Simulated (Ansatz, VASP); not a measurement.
# Pt: VASP beside Ansatz

File INCAR:

```
SYSTEM = Pt
PREC = Accurate
ENCUT = 520
EDIFF = 1E-6
ISMEAR = 0
SIGMA = 0.1
LREAL = .FALSE.
LASPH = .TRUE.
NELM = 100
ALGO = Fast
ISIF = 2
LWAVE = .FALSE.
LCHARG = .FALSE.
GGA = PS
NBANDS = 17
```

KPOINTS

```
regular mesh
0
G
  18 18 10
  0 0 0
```

The input POSCAR:

```
Pt
1.0
    2.8040080660      0.0000000000      0.0000000000
   -1.4020040330      2.4283422175      0.0000000000
    0.0000000000      0.0000000000      5.2986625638
Pt
2
Direct
    0.6666666700      0.3333333300      0.7500000000
    0.3333333300      0.6666666700      0.2500000000
```

Input for Ansatz:

```yaml
crystal:
  lattice:
    - [2.804008066, 0.0, 0.0]
    - [-1.402004033, 2.4283422175, 0.0]
    - [0.0, 0.0, 5.2986625638]
  atoms:
    - { symbol: Pt, position: [0.66666667, 0.33333333, 0.75] }
    - { symbol: Pt, position: [0.33333333, 0.66666667, 0.25] }
basis:
  ecutwfc: 420
kpoints:
  mp_grid: { grid: [18, 18, 10] }
hamiltonian:
  xc: pbesol
scf:
  occupations: { method: gaussian, width: 0.1 }
output:
  forces: true
  stress: true
  eigenvalues: true
  populations: true
```

Alike in both runs: task single point; functional PBEsol; k mesh 18 × 18 × 10; occupations gaussian, width 0.1 eV; no spin polarisation.

|  | VASP | Ansatz |
| --- | --- | --- |
| version | VASP 6.6.1 | Ansatz 0.2.0 |
| potentials or method | VASP PAW PBE potentials, release 64 (Pt) | scalar-relativistic, plane waves, PAW |
| plane-wave cutoff (eV) | 520 | 420 |
| valence electrons in the cell | 20 | 36 |

|  | VASP | Ansatz | Ansatz less VASP |
| --- | --- | --- | --- |
| gap on the k mesh at the Fermi level (eV) | none | none | - |
| pressure (GPa) | -28.2 | -28.0 | +0.25 |
| largest component of the traceless stress (GPa) | 1.95 | 1.89 | -0.061 |

A gap of «none» marks a metal or a gap that the smearing closes. With one functional, cell and mesh, what is left measures potentials, basis and numerics. The two sets of potentials don't hold the same shells in valence.

Caveats: so large a pressure means that the cell lies far from this level's equilibrium, or that cutoff or potentials fall short (VASP); the potentials were made for another functional, which shifts forces and pressure (VASP). Spin-orbit coupling is left out, which matters for the levels of Pt.
